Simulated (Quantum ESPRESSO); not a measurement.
Ta under changes of volume

One of the cells (18.010 Å³/atom); the others are scaled copies at fixed shape and fractional positions:

```
CELL_PARAMETERS angstrom
-1.65128 1.65128 1.65128
1.65128 -1.65128 1.65128
1.65128 1.65128 -1.65128
ATOMIC_POSITIONS crystal
Ta 0.00000 0.00000 0.00000
```

```yaml
Program: Quantum ESPRESSO 7.5
Functional: r2SCAN
Potentials_or_basis: SG15 PBE 1.2
Cutoff: 1020 eV
Density_cutoff: 4082 eV
k_mesh: 8 × 8 × 8
Occupations: fermi-dirac, width 0.05 eV
Spin: no spin polarisation
```

| volume (Å³/atom) | energy over the lowest point (meV/atom) | pressure (GPa) |
| --- | --- | --- |
| 16.930 | 0.00 | 0.8 |
| 17.290 | 3.79 | -3.9 |
| 17.650 | 17.62 | -8.0 |
| 18.010 | 40.29 | -11.7 |
| 18.371 | 70.73 | -14.9 |
| 18.731 | ? | ? |
| 19.091 | 151.37 | -20.2 |

Task: What does the run at 18.731 Å³/atom give?

Result: Energy over the lowest point 108.04 meV/atom; pressure -17.8 GPa.

Worked out: A Birch-Murnaghan fit of order 3 (a polynomial in V^(-2/3)) to the other rows has its minimum at 16.98 Å³/atom with B0 = V·E''(V) = 233 GPa and B' = 4.9. It gives 108.04 meV/atom at 18.731 Å³/atom, against the run's 108.04, and -dE/dV = -18.0 GPa, against -17.8.

Energies are extrapolated to zero smearing.

Caveats: the potentials were made for another functional, which shifts forces and pressure.
